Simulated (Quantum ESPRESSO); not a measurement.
**TiB2 in Quantum ESPRESSO: tuning ranks**

Crystal: TiB2.

```
Ti B
1.0
     3.02920    0.00000    0.00000
    -1.51460    2.62336    0.00000
     0.00000    0.00000    3.22840
Ti B
1 2
Cartesian
  0.0111 -0.0063 0.0015
  1.4996 0.8786 1.6138
  0.0037 1.7682 1.6084
```

The cell isn't the ideal one: atoms moved at random, drawn with an rms of 0.02 Å.

```yaml
Program: Quantum ESPRESSO 7.5
Task: single point
Functional: PBE
Potentials_or_basis: GBRV 1.5 PBE
Cutoff: 612 eV
Density_cutoff: 4898 eV
k_mesh: 10 × 10 × 8
Occupations: fermi-dirac, width 0.05 eV
Spin: no spin polarisation
```

These are the settings of the first run; the series varies ranks, with any setting tied to it.

Hardware: Arm Neoverse N1.

```
ranks  energy less the last converged row (meV/atom)  SCF cycles  wall time (s)
   56                                           0.00           9            4.5
   48                                           0.00           9            4.8
   28                                           0.00           9            6.6
   16                                           0.00           9            9.1
    8                                           0.00           9             16
    4                                           0.00           9             28
    2                                           0.00           9             53
    1                                           0.00           9            100
```

Fastest here: 56 (4.5 s), level within noise with 48; slowest of those that converged: 1 (100 s). These are single runs, one after another on one machine, so differences under about a fifth mean little.
